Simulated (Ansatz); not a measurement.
Ansatz input file:

```yaml
crystal:
  lattice:
    - [2.7694425, -1.6601556, 0.00836]
    - [2.7694425, 1.6601556, 0.00836]
    - [-1.5252247299, 0.0, 7.0774720232]
  atoms:
    - { symbol: F, position: [0.0451384964, 0.0451384964, 0.0963891837] }
    - { symbol: F, position: [0.9548615036, 0.9548615036, 0.9036108163] }
    - { symbol: F, position: [0.5002250772, 0.5002250772, 0.5983495262] }
    - { symbol: F, position: [0.4997749228, 0.4997749228, 0.4016504738] }
basis:
  ecutwfc: 420
kpoints:
  mp_grid: { grid: [10, 10, 4] }
hamiltonian:
  xc: pbe
scf:
  occupations: { method: gaussian, width: 0.02 }
output:
  forces: true
  stress: true
  eigenvalues: true
```

It can be run as
```bash
ansatz run input.yaml --threads 1 --pin off --backend cpu --events-out ev --progress --plain --runs-dir out  # memory cap (--max-ram) not shown
```

All numbers below come from DFT PBE, scalar-relativistic, plane waves, PAW in Ansatz 0.2.0.

From the run's log, abridged:

```
Pseudopotentials: kind: paw
Pseudopotential: F, paw, valence charge 7, recommended cutoff 420 eV (normal)
Functional definition: PBE
Crystal: 4 atoms, lattice volume = 65.123 Å³
Basis set: ecut = 420 eV, 1309 PW (Γ), exchange–correlation on 48×48×100 points (8 copies of the dense FFT grid, shifted against one another)
Bands: 18, of which v1, the nominal top of the filled ones, is band 14 counted from 1 (13 counted from 0)
Symmetry: 4 space group operations
Space group: C2/m (ITA 12), of the structure as read, at distance tolerance 4.0e-5 Å
k-points: 117 of 400
Initial density: superposition of atomic densities (neutral atoms: chi_scale 0, normalization atom), corrected by the library's trained network
Initial wavefunctions: pseudopotential atomic-orbital guess
Functional: x = pbe(κ = 0.804, μ = 0.21951497), c = pbe(β = 0.06672455)
SCF iter   1: F=—  HF=-3222.399631 eV  |F-HF|=—  |Δ(HF+E_count)|=         —  Δρ=2.93e-3  dr2=2.81e-3  ethr=1.77e-3  ⟨swp⟩=5.4  Hψ=9794  notcnv=0
SCF iter   2: F=—  HF=-3222.400417 eV  |F-HF|=—  |Δ(HF+E_count)|=   7.86e-4  Δρ=1.33e-3  dr2=2.89e-4  ethr=1.00e-5  ⟨swp⟩=2.0  Hψ=4578  notcnv=0
SCF iter   3: F=—  HF=-3222.400983 eV  |F-HF|=—  |Δ(HF+E_count)|=   5.66e-4  Δρ=5.04e-4  dr2=4.13e-5  ethr=1.03e-6  ⟨swp⟩=2.2  Hψ=3548  notcnv=0
SCF iter   4: F=—  HF=-3222.401270 eV  |F-HF|=—  |Δ(HF+E_count)|=   2.87e-4  Δρ=8.33e-5  dr2=1.38e-6  ethr=1.48e-7  ⟨swp⟩=2.0  Hψ=3660  notcnv=0
SCF iter   5: F=-3222.401274 eV  HF=-3222.401274 eV  |F-HF|=9.25e-8  |Δ(HF+E_count)|=   3.78e-6  Δρ=2.15e-5  dr2=8.59e-8  ethr=4.92e-9  ⟨swp⟩=2.1  Hψ=3610  notcnv=0
SCF iter   6: F=-3222.401274 eV  HF=-3222.401274 eV  |F-HF|=4.41e-9  |Δ(HF+E_count)|=   1.13e-7  Δρ=5.75e-6  dr2=6.50e-9  ethr=3.07e-10  ⟨swp⟩=2.0  Hψ=6445  notcnv=0
SCF 1 converged in 6 iterations: F = -3222.401274 eV  dr2 = 6.50e-9
SCF converged after 6 iterations
Free energy (F): -3222.401274 eV
Harris-Foulkes:  -3222.401274 eV  (|F-HF|=4.41e-9)
Internal energy: -3222.401274 eV  (E = F + TS)
E sigma→0 (E₀):  -3222.401274 eV
Fermi energy:    -2.178318 eV
--- Per-component energies (eV) ---
  E_band       = -333.097086
  E_kinetic    = 808.502641
  E_local      = -2873.001183  (includes V_loc(G=0)·N_el)
  E_nonlocal   = 293.700661
  E_hartree    = 1047.736492
  E_xc         = -312.623807
  E_vxc        = -400.358753  (∫ρ·V_xc dr)
  E_paw        = -796.642340  (= ΣΔE_a)
  E_vpaw       = -257.424603  (= ΣTr[D̂ρ^β])
  E_aug_tail   = 0.008298  (compensation charges beyond the density's cutoff)
  E_ewald      = -1390.082036
  E_smearing   =  0.000000  (= −TS)
--- Forces (eV/Å), atoms counted from 1 ---
  atom   1  F      0.21154265     0.00000000     1.30792016
  atom   2  F     -0.21154265     0.00000000    -1.30792016
  atom   3  F      0.05831548     0.00000000    -0.22985674
  atom   4  F     -0.05831548     0.00000000     0.22985674
--- Stress (GPa, compression-positive) ---
        0.790165       0.000000       0.807496
        0.000000       0.693421       0.000000
        0.807489       0.000000       4.281615
  P = ⅓ Tr σ = 1.9217 GPa (19.217 kbar)
--- Band table (eV; the first three rows and the last of 117) ---
  k-point 0: bands = ["-29.0184", "-28.3679", "-22.3742", "-21.9989", "-10.4249", "-9.5584", "-7.2312", "-7.1606", "-6.8634", "-6.8453", "-3.8394", "-3.7729", "-3.6257", "-3.5557", "-0.8010", "0.4690", "5.3733", "7.4142"]
  k-point 1: bands = ["-29.0169", "-28.3700", "-22.3368", "-22.0379", "-10.3180", "-9.6787", "-7.2221", "-7.1581", "-6.8754", "-6.8445", "-3.8015", "-3.7686", "-3.6322", "-3.5899", "-0.6735", "0.3250", "5.5960", "6.9010"]
  k-point 2: bands = ["-29.0155", "-28.3721", "-22.2855", "-22.0907", "-10.1366", "-9.8733", "-7.2124", "-7.1557", "-6.8884", "-6.8436", "-3.7631", "-3.7413", "-3.6468", "-3.6389", "-0.4970", "0.1325", "6.1097", "6.2254"]
  k-point 116: bands = ["-28.9318", "-28.2799", "-22.2174", "-22.0160", "-10.0636", "-9.8209", "-7.9314", "-7.6496", "-7.4035", "-7.0904", "-4.1673", "-4.0881", "-3.8342", "-3.7475", "-0.3607", "0.2896", "9.9502", "10.1579"]
```

The run converged.

The cell holds molecules, and where no dispersion correction was added their binding is poorly described.